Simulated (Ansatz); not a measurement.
CoPt:
```xyz
2
Lattice="2.6759 0.0000 0.0000 0.0000 2.6759 0.0000 0.0000 0.0000 3.7301" Properties=species:S:1:pos:R:3 pbc="T T T"
Pt     1.3380     1.3380     1.8651
Co     0.0000     0.0000     0.0000
```
Starting moments (μB, in the order of the atoms Pt Co): 0.4 2.1.

Relaxed with r²SCAN.

Q: Map the spin density (μB/Å³) on the plane through (0.500, 0.500, 0.500) spanned by u = [1, 0, 0] and v = [0, 1, 1] in lattice vectors, from r²SCAN in the plane-wave PAW code Ansatz.

A: x is the fraction of u, y of v (the angle between them is 90°; rows are the nearest grid lines); atoms in the plane: Pt at (0.00, 0.00), Co at (0.50, 0.50).
```
|                 |
|                 |
|                 |
|                 |
|                 |
|                 |
|                 |
|                 |
|                 |
|       ...       |
|      .-=-.      |
|      -#@#-      |
|      -#@#-      |
|      .-=-.      |
|       ...       |
|                 |
|                 |
|                 |
|                 |
|                 |
|                 |
|                 |
|                 |
|                 |
```
Scale: ten equal steps from -0.023 (start of ' ') to 8.73 (end of '@'), in the order ' .:-=+*#%@'; x runs from 0.000 to 1.00, y from 0.000 (bottom) to 1.00 (top).

The density is the valence pseudo-density with augmentation charge, so density and ELF within about 1 Å of a nucleus are not all-electron values.

Space group P4/mmm (L1₀ or tetragonal B2). Symmetry was held in the r²SCAN relaxation. Spin order of the final state: ferromagnetic, chosen from 5 collinear starts compared on coarse meshes (ties went to the first, and starts can fall back to one state), not a proven ground state. Textbook magnetic order: ferromagnetic. Other orbital occupations within this spin state were not tried. For itinerant 3d metals, meta-GGAs of the SCAN family and hybrids are commonly reported to give too large moments. Scalar-relativistic: spin–orbit coupling is off unless named, which matters more the heavier the elements.

Potentials: the later of the program's two PAW sets.
